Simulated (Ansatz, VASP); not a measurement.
## InAs in VASP and in Ansatz

```
In As
1.0
     0.00000    3.01314    3.01314
     3.01314    0.00000    3.01314
     3.01314    3.01314    0.00000
In As
1 1
Direct
  0.00000 0.00000 0.00000
  0.25000 0.25000 0.25000
```

Alike in both runs: task single point; functional PBEsol; k mesh 12 × 12 × 12; occupations gaussian, width 0.1 eV; no spin polarisation.

```csv
,VASP,Ansatz
version,VASP 6.6.1,Ansatz 0.2.0
potentials or method,"VASP PAW PBE potentials, release 64 (In_d, As)","scalar-relativistic, plane waves, PAW"
plane-wave cutoff (eV),520,420
valence electrons in the cell,18,28
```

|  | VASP | Ansatz | Ansatz less VASP |
| --- | --- | --- | --- |
| gap on the k mesh at the Fermi level (eV) | none | none | - |
| pressure (GPa) | 1.9 | 1.8 | -0.10 |

A gap of «none» marks a metal or a gap that the smearing closes. The two sets of potentials don't hold the same shells in valence.

Caveats: the PAW data sets were made with another functional, which shifts forces and pressure a little (VASP).
